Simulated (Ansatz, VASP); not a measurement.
**Ge in VASP and in Ansatz**

```
Ge
1.0
     1.48805   -2.59469    0.00000
     1.48805    2.59469    0.00000
     0.00000    0.00000    4.72760
Ge
2
Direct
  0.33345 0.66655 0.25000
  0.66655 0.33345 0.75000
```

This isn't the form of Ge at room conditions, which is diamond.

Alike in both runs: functional BLYP; k mesh 10 × 10 × 6; occupations fermi-dirac, width 0.05 eV; no spin polarisation.

```csv
,VASP,Ansatz
version,VASP 6.6.1,Ansatz 0.2.0
potentials or method,"VASP PAW PBE potentials, release 64 (Ge_d)",Ansatz PAW
plane-wave cutoff (eV),520,420
valence electrons in the cell,28,28
task,single point,band structure
```

VASP gave:

```
gap on the k mesh at the Fermi level (eV)       : none
pressure (GPa)                                  : 11.4
largest component of the traceless stress (GPa) : 1.79
```

Estimate Ansatz's values.

gap on the k mesh at the Fermi level (eV): none; pressure (GPa): 11.3; largest component of the traceless stress (GPa): 1.78.

A gap of «none» marks a metal or a gap that the smearing closes. With one functional, cell and mesh, what is left measures potentials, basis and numerics.

Caveats: the PAW data sets were made with another functional, which shifts forces and pressure a little (VASP); the PAW data sets come from PBE, with cores solved anew for the run's functional, which leaves a small shift of forces and pressure (Ansatz).
